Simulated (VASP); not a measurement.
# Zr (P6_3/mmc) in VASP: notebook

Runs on Zr. Level: PBEsol. Tasks: relaxation of shape and atoms at fixed volume.

All numbers are computed with VASP 6.6.1; they aren't measurements. Logs are shortened: lines on timing, memory, paths and dates and some standing lists are left out, and cuts for length are marked.

### Step 1. The undisturbed crystal

The structure is hexagonal, space group P6_3/mmc (No. 194). Conventional cell: a = 3.232 Å, b = 3.232 Å, c = 5.147 Å, α = 90.00°, β = 90.00°, γ = 120.00°. Zr (site symmetry -6m2) has 12 Zr at 3.18 to 3.23 Å as nearest neighbours.

### Step 2. Relaxation of shape and atoms at fixed volume, PBEsol (a relaxed cell with its volume scaled by 1.02)

INCAR reads:

```
ALGO     = Normal         # electronic algorithm
EDIFF    = 1E-7           # SCF threshold, eV
EDIFFG   = -0.01          # ionic threshold
ENCUT    = 600            # plane-wave cutoff, eV
GGA      = PS             # functional
IBRION   = 2              # ionic algorithm
ISIF     = 4              # what is computed and relaxed
ISMEAR   = 1              # smearing method
LASPH    = True           # aspherical terms in the spheres
LCHARG   = False          # write CHGCAR
LREAL    = False          # projectors in reciprocal space
LWAVE    = False          # write WAVECAR
NELM     = 80             # most SCF steps
NSW      = 40             # ionic steps
PREC     = Accurate       # precision mode
SIGMA    = 0.1            # smearing width, eV
```

KPOINTS reads:

```
k-points
0
Gamma
  15 15 7
```

POSCAR reads:

```
Zr                                      
1.0
    3.2071369920     -0.0000000000      0.0000000000
   -1.6035684960      2.7774621084      0.0000000000
    0.0000000000     -0.0000000000      5.1478464041
  Zr            
     2
Direct
     0.3333333332999970    0.6666666667000030    0.2500000000000000
     0.6666666667000030    0.3333333332999970    0.7500000000000000
```

Potentials or basis: VASP PAW PBE potentials, release 64 (Zr_sv).

Command:

```sh
$ cat potpaw_PBE.64/Zr_sv/POTCAR > POTCAR
$ mpirun -np 1 vasp_std > vasp.out
```

OUTCAR:

```text
EDIFF = 1E-7
   EDIFFG = -0.01
   ENCUT = 600
   GGA = PS
   IBRION = 2
   ISIF = 4
   ISMEAR = 1
   LASPH = True
   LREAL = False
   NELM = 80
   NSW = 40
   PREC = Accurate

 ion  position               nearest neighbor table
   1  0.333  0.667  0.250-   2 3.17   2 3.17   2 3.17   2 3.17   2 3.17   2 3.17
   2  0.667  0.333  0.750-   1 3.17   1 3.17   1 3.17   1 3.17   1 3.17   1 3.17

  LATTYP: Found a hexagonal cell.
 ALAT       =     3.2071369920
 C/A-ratio  =     1.6051220815

  Lattice vectors:

 A1 = (   3.2071369920,   0.0000000000,   0.0000000000)
 A2 = (  -1.6035684960,   2.7774621084,   0.0000000000)
 A3 = (   0.0000000000,   0.0000000000,   5.1478464041)

Analysis of symmetry for initial positions (statically):
=====================================================================
 Subroutine PRICEL returns:
 Original cell was already a primitive cell.

 Routine SETGRP: Setting up the symmetry group for a
 hexagonal supercell.

 Subroutine GETGRP returns: Found 24 space group operations
 (whereof 12 operations were pure point group operations)
 out of a pool of 24 trial point group operations.

The static configuration has the point symmetry D_3d.
 The point group associated with its full space group is D_6h.

Analysis of symmetry for dynamics (positions and initial velocities):
=====================================================================
 Subroutine PRICEL returns:
 Original cell was already a primitive cell.

 Routine SETGRP: Setting up the symmetry group for a
 hexagonal supercell.

 Subroutine GETGRP returns: Found 24 space group operations
 (whereof 12 operations were pure point group operations)
 out of a pool of 24 trial point group operations.

The dynamic configuration has the point symmetry D_3d.
 The point group associated with its full space group is D_6h.

 Subroutine INISYM returns: Found 24 space group operations
 (whereof 12 operations are pure point group operations),
 and found     1 'primitive' translations

----------------------------------------------------------------------------------------

                                     Primitive cell

  volume of cell :      45.8555

  direct lattice vectors                    reciprocal lattice vectors
     3.207136992  0.000000000  0.000000000     0.311804579  0.180020458  0.000000000
    -1.603568496  2.777462108  0.000000000     0.000000000  0.360040915  0.000000000
     0.000000000  0.000000000  5.147846404     0.000000000  0.000000000  0.194255990

  length of vectors
     3.207136992  3.207136992  5.147846404     0.360040915  0.360040915  0.194255990

  position of ions in fractional coordinates (direct lattice)
     0.333333333  0.666666667  0.250000000
     0.666666667  0.333333333  0.750000000

  ion indices of the primitive-cell ions
   primitive index   ion index
                 1           1
                 2           2

----------------------------------------------------------------------------------------

 KPOINTS: k-points

Automatic generation of k-mesh.
 Grid dimensions read from file:
 generate k-points for:   15   15    7

 Generating k-lattice:

  Cartesian coordinates                     Fractional coordinates (reciprocal lattice)
     0.020786972  0.012001364  0.000000000     0.066666667  0.000000000  0.000000000
     0.000000000  0.024002728  0.000000000     0.000000000  0.066666667  0.000000000
     0.000000000  0.000000000  0.027750856     0.000000000  0.000000000  0.142857143

  Length of vectors
     0.024002728  0.024002728  0.027750856

  Shift w.r.t. Gamma in fractional coordinates (k-lattice)
     0.000000000  0.000000000  0.000000000

 Subroutine IBZKPT returns following result:
 ===========================================
[... 48 lines left out ...]
   EDIFF  = 0.1E-06   stopping-criterion for ELM
   LREAL  =      F    real-space projection
   EDIFFG = -.1E-01   stopping-criterion for IOM
   NSW    =     40    number of steps for IOM
   IBRION =      2    ionic relax: 0-MD 1-quasi-New 2-CG
   NFREE  =      1    steps in history (QN), initial steepest desc. (CG)
   ISIF   =      4    stress and relaxation
   ISYM   =      2    0-nonsym 1-usesym 2-fastsym
   POTIM  = 0.5000    time-step for ionic-motion
   TEBEG  =    0.0;   TEEND  =   0.0 temperature during run
   PSTRESS=    0.0 pullay stress
   NELECT =      24.0000    total number of electrons
   NUPDOWN=      -1.0000    fix difference up-down
   EMIN   =  10.00;   EMAX   =-10.00  energy-range for DOS
   EFERMI =   0.00;   METHOD = LEGACY
   ISMEAR =     1;   SIGMA  =   0.10  broadening in eV -4-tet -1-fermi 0-gaus
   EFERMI_NEDOS =   21; number of points for ismear=-14 and -15
   IALGO  =     38    algorithm
   IMIX   =      4    mixing-type and parameters
     AMIX     =   0.40;   BMIX     =  1.00
     AMIX_MAG =   1.60;   BMIX_MAG =  1.00
  volume/ion in A,a.u.               =      22.93       154.72
  Fermi-wavevector in a.u.,A,eV,Ry     =   1.319314  2.493142 23.682156  1.740589
  Thomas-Fermi vector in A             =   2.449221
   LORBIT       =      0    0 simple, 1 ext, 2 COOP (PROOUT), +10 PAW based schemes
   GGA     = PS    functional components
   LHFCALC =     F    Hartree Fock is set to
   AEXX    =    0.0000 exact exchange contribution
   IVDW    =     0    specifies the selected vdW correction
   LEPSILON=     F    determine dielectric tensor
   LRPA    =     F    only Hartree local field effects (RPA)
 conjugate gradient relaxation of ions
 non-spin polarized calculation
 Methfessel and Paxton  Order N= 1 SIGMA  =   0.10
  energy-cutoff  :      600.00
  volume of cell :       45.86
 maximum number of plane-waves:      1550
 NGX is ok and might be reduce to    28
   NGX = 13   NGY = 13   NGZ = 21

--------------------------------------- Ionic step        1  -------------------------------------------

 number of electron      24.0000000 magnetization

 Free energy of the ion-electron system (eV)
  ---------------------------------------------------
  ext. energy  EPLUGINS =         0.00000000
  ---------------------------------------------------
  free energy    TOTEN  =       -18.15944044 eV

  energy without entropy =      -18.16022948  energy(sigma->0) =      -18.15970345

------------------------ aborting loop because EDIFF is reached ----------------------------------------

  FORCE on cell =-STRESS in cart. coord.  units (eV):
  Direction    XX          YY          ZZ          XY          YZ          ZX
  --------------------------------------------------------------------------------------
  -------------------------------------------------------------------------------------
  Total       -0.5308498     -0.5308498     -0.5845992      0.0000000      0.0000000      0.0000000
  in kB      -18.5477401    -18.5477401    -20.4257280      0.0000000      0.0000000      0.0000000
  external PRESSURE =     -19.1737360 kB  Pullay stress =       0.0000000 kB

 VOLUME and BASIS-vectors are now :
 -----------------------------------------------------------------------------
  energy-cutoff  :      600.00
  volume of cell :       45.86
      direct lattice vectors                 reciprocal lattice vectors
     3.207136992  0.000000000  0.000000000     0.311804579  0.180020458  0.000000000
    -1.603568496  2.777462108  0.000000000     0.000000000  0.360040915  0.000000000
     0.000000000  0.000000000  5.147846404     0.000000000  0.000000000  0.194255990

 POSITION                                       TOTAL-FORCE (eV/Angst)
 -----------------------------------------------------------------------------------
     -0.00000      1.85164      1.28696         0.000000      0.000000      0.000000
      1.60357      0.92582      3.86088        -0.000000     -0.000000      0.000000
 -----------------------------------------------------------------------------------
    total drift:                               -0.000000      0.000000     -0.000000

  FREE ENERGIE OF THE ION-ELECTRON SYSTEM (eV)
  ---------------------------------------------------
  free  energy   TOTEN  =       -18.1594404382 eV

  energy  without entropy=      -18.1602294789  energy(sigma->0) =      -18.15970345

--------------------------------------- Ionic step        2  -------------------------------------------

 number of electron      24.0000000 magnetization

 Free energy of the ion-electron system (eV)
  ---------------------------------------------------
  ext. energy  EPLUGINS =         0.00000000
  ---------------------------------------------------
  free energy    TOTEN  =       -18.15947150 eV

  energy without entropy =      -18.16028430  energy(sigma->0) =      -18.15974243

 E-fermi :   9.0468     XC(G=0): -11.2725

 val. band max:        9.0435279541   @ k =   0.3333   0.2667   0.2857
 cond. band min:       9.0566208049   @ k =   0.2000   0.1333   0.4286
 fundamental gap:      0.0130928508
 Fermi energy:         9.0468091967

 k-point     1 :       0.0000    0.0000    0.0000
  band No.  band energies     occupation
      1     -39.6707      2.00000
      2     -39.5084      2.00000
      3     -18.2467      2.00000
      4     -17.3241      2.00000
      5     -17.3241      2.00000
      6     -17.1918      2.00000
[... 433 lines left out ...]
      3     -17.9965      2.00000
      4     -17.8233      2.00000
      5     -17.7175      2.00000
      6     -17.6859      2.00000
[... 8 lines left out ...]
     15      10.6505     -0.00000
     16      13.3123      0.00000

 [... further k-points ...]
[... 5 lines left out ...]
  --------------------------------------------------------------------------------------
  -------------------------------------------------------------------------------------
  Total       -0.5415196     -0.5415196     -0.5591516      0.0000000     -0.0000000      0.0000000
  in kB      -18.9205415    -18.9205415    -19.5365971      0.0000000     -0.0000000      0.0000000
  external PRESSURE =     -19.1258934 kB  Pullay stress =       0.0000000 kB

 VOLUME and BASIS-vectors are now :
 -----------------------------------------------------------------------------
  energy-cutoff  :      600.00
  volume of cell :       45.86
      direct lattice vectors                 reciprocal lattice vectors
     3.208523616  0.000000000  0.000000000     0.311669827  0.179942658  0.000000000
    -1.604261808  2.778662960 -0.000000000     0.000000000  0.359885317  0.000000000
     0.000000000  0.000000000  5.143397888     0.000000000  0.000000000  0.194424002

 POSITION                                       TOTAL-FORCE (eV/Angst)
 -----------------------------------------------------------------------------------
     -0.00000      1.85244      1.28585         0.000000      0.000000      0.000000
      1.60426      0.92622      3.85755        -0.000000      0.000000     -0.000000
 -----------------------------------------------------------------------------------
    total drift:                               -0.000000      0.000000     -0.000000

  FREE ENERGIE OF THE ION-ELECTRON SYSTEM (eV)
  ---------------------------------------------------
  free  energy   TOTEN  =       -18.1594714994 eV

  energy  without entropy=      -18.1602843030  energy(sigma->0) =      -18.15974243

 reached required accuracy - stopping structural energy minimisation
```

Wall time 1.8 min (1 thread of Intel Xeon Platinum 8488C (Sapphire Rapids), shared host); peak memory 0.22 GiB.

Results:

```yaml
Free_energy: -18.1595 eV
Energy_gained_by_relaxing: 0.0 meV/atom
Ionic_steps: 2
Pressure_after_relaxing: -1.9 GPa
Band_gap_on_the_k_mesh: none (metal or under the smearing width)
```

Final structure:
```
CELL_PARAMETERS angstrom
3.20852 0.00000 0.00000
-1.60426 2.77866 0.00000
0.00000 0.00000 5.14340
ATOMIC_POSITIONS crystal
Zr 0.33333 0.66667 0.25000
Zr 0.66667 0.33333 0.75000
```

Caveat: the PAW data sets were made with another functional, which shifts forces and pressure a little.

### Step 3. Relaxation of shape and atoms at fixed volume, PBEsol (a relaxed cell with its volume scaled by 1.04)

INCAR is that of step 2.

KPOINTS is that of step 2.

POSCAR reads:

```
Zr                                      
1.0
    3.2279631404     -0.0000000000      0.0000000000
   -1.6139815703      2.7954980820      0.0000000000
    0.0000000000     -0.0000000000      5.1812749148
  Zr            
     2
Direct
     0.3333333332999970    0.6666666667000030    0.2500000000000000
     0.6666666667000030    0.3333333332999970    0.7500000000000000
```

Potentials or basis: VASP PAW PBE potentials, release 64 (Zr_sv).

Command:

```sh
$ cat potpaw_PBE.64/Zr_sv/POTCAR > POTCAR
$ mpirun -np 1 vasp_std > vasp.out
```

Wall time 2.7 min (1 thread of Intel Xeon Platinum 8488C (Sapphire Rapids), shared host); peak memory 0.23 GiB.

The run converged. Its results:

```yaml
Free_energy: -18.1441 eV
Energy_gained_by_relaxing: 0.1 meV/atom
Ionic_steps: 3
Pressure_after_relaxing: -3.7 GPa
Band_gap_on_the_k_mesh: none (metal or under the smearing width)
```

The path:
```csv
step,energy change (eV),largest force (eV/Å),pressure (GPa)
1,0.0000,0.0000,-3.67
2,-0.0001,0.0000,-3.67
3,-0.0001,0.0000,-3.66
```

Final structure:
```
Zr
1.0
     3.23172    0.00000    0.00000
    -1.61586    2.79875    0.00000
     0.00000    0.00000    5.16925
Zr
2
Direct
  0.33333 0.66667 0.25000
  0.66667 0.33333 0.75000
```

Levels at points of the mesh, in eV from the Fermi level:
| k point | band 9 | band 10 | band 11 | band 12 | band 13 | band 14 | band 15 | band 16 |
| --- | --- | --- | --- | --- | --- | --- | --- | --- |
| (0.00, 0.00, 0.00) | -5.68 | -3.05 | 0.85 | 0.85 | 0.96 | 1.12 | 1.53 | 1.53 |

Caveat: the PAW data sets were made with another functional, which shifts forces and pressure a little.

### Step 4. Relaxation of shape and atoms at fixed volume, PBEsol (a relaxed cell with its volume scaled by 1.06)

INCAR is that of step 3.

KPOINTS is that of step 3.

POSCAR reads:

```
Zr                                      
1.0
    3.2485239695     -0.0000000000      0.0000000000
   -1.6242619848      2.8133042824      0.0000000000
    0.0000000000     -0.0000000000      5.2142775557
  Zr            
     2
Direct
     0.3333333332999970    0.6666666667000030    0.2500000000000000
     0.6666666667000030    0.3333333332999970    0.7500000000000000
```

Command:

```sh
$ cat potpaw_PBE.64/Zr_sv/POTCAR > POTCAR
$ mpirun -np 1 vasp_std > vasp.out
```

It took 2.7 min on 1 thread of Intel Xeon Platinum 8488C (Sapphire Rapids), shared host; peak memory 0.23 GiB.

It converged, with:

| Property | Result |
| --- | --- |
| Free energy | -18.1194 eV |
| Energy gained by relaxing | 0.1 meV/atom |
| Ionic steps | 3 |
| Pressure after relaxing | -5.3 GPa |
| Band gap on the k mesh | none (metal or under the smearing width) |

The path:
```tsv
step	energy change (eV)	largest force (eV/Å)	pressure (GPa)
1	0.0000	0.0000	-5.28
2	-0.0002	0.0000	-5.27
3	-0.0002	0.0000	-5.27
```

Final structure:
```xyz
2
Lattice="3.2539 0.0000 0.0000 -1.6270 2.8180 0.0000 0.0000 0.0000 5.1970" Properties=species:S:1:pos:R:3 pbc="T T T"
Zr    0.0000    1.8786    1.2993
Zr    1.6270    0.9393    3.8978
```

Levels at points of the mesh, in eV from the Fermi level:
| k point | band 8 | band 9 | band 10 | band 11 | band 12 | band 13 | band 14 | band 15 | band 16 |
| --- | --- | --- | --- | --- | --- | --- | --- | --- | --- |
| (0.00, 0.00, 0.00) | -26.36 | -5.64 | -2.99 | 0.85 | 0.85 | 0.96 | 1.07 | 1.51 | 1.51 |

Caveat: the PAW data sets were made with another functional, which shifts forces and pressure a little.

### Step 5. Summary

| cell | gap on the mesh (eV) | pressure (GPa) |
| --- | --- | --- |
| atoms relaxed at fixed volume from: a relaxed cell with its volume scaled by 1.02 | none | -1.9 |
| atoms relaxed at fixed volume from: a relaxed cell with its volume scaled by 1.04 | none | -3.7 |
| atoms relaxed at fixed volume from: a relaxed cell with its volume scaled by 1.06 | none | -5.3 |

Alike in all rows: task relaxation of shape and atoms at fixed volume; level PBEsol; potentials or basis VASP PAW PBE potentials, release 64 (Zr_sv); no spin polarisation; k mesh 15 × 15 × 7; cutoff (eV) 600; smearing methfessel-paxton 0.1 eV.

Caveats: the PAW data sets were made with another functional, which shifts forces and pressure a little.

Total energies depend on the potentials used, so only differences within one code and one set of settings carry meaning.
